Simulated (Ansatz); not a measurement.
Crystal: SnTe.

```
Te Sn
1.0
     0.00000    3.61115    3.61115
     3.61115    0.00000    3.61115
     3.61115    3.61115    0.00000
Te Sn
1 1
Direct
  0.25000 0.25000 0.25000
  0.00000 0.00000 0.00000
```

Measurements of this composition are mostly on another form, of space group No. 225.

```yaml
Program: Ansatz 0.2.0
Task: relaxation of cell and atoms
Functional: HF
Potentials_or_basis: Ansatz PAW
Cutoff: "420 eV (not typed: the program's choice for these potentials)"
k_mesh: 4 × 4 × 4
Occupations: fermi-dirac, width 0.05 eV
Spin: no spin polarisation
```

At the start: volume 47.09 Å³/atom.

Question: Where does the relaxation end?

Answer: It ends after 4 steps and the volume is 51.60 Å³/atom (+9.6 %); space group F-43m (No. 216, to 0.05 Å).

Step by step:
| step | energy change (eV) | largest force (eV/Å) | volume (Å³) |
| --- | --- | --- | --- |
| 1 | 0.0000 | 0.0000 | 94.18 |
| 2 | -0.0628 | 0.0000 | 104.15 |
| 3 | -0.0639 | 0.0000 | 103.21 |
| 4 | -0.0670 | 0.0000 | 103.21 |

Final structure:
```xyz
2
Lattice="0.0000 3.7230 3.7230 3.7230 0.0000 3.7230 3.7230 3.7230 0.0000" Properties=species:S:1:pos:R:3 pbc="T T T"
Te    1.8615    1.8615    1.8615
Sn    0.0000    0.0000    0.0000
```

Caveat: the plane-wave basis is chosen anew once the cell has moved, so the energies of steps on either side of that aren't comparable; the PAW data sets come from PBE, with cores solved anew for the run's functional, which leaves a small shift of forces and pressure.
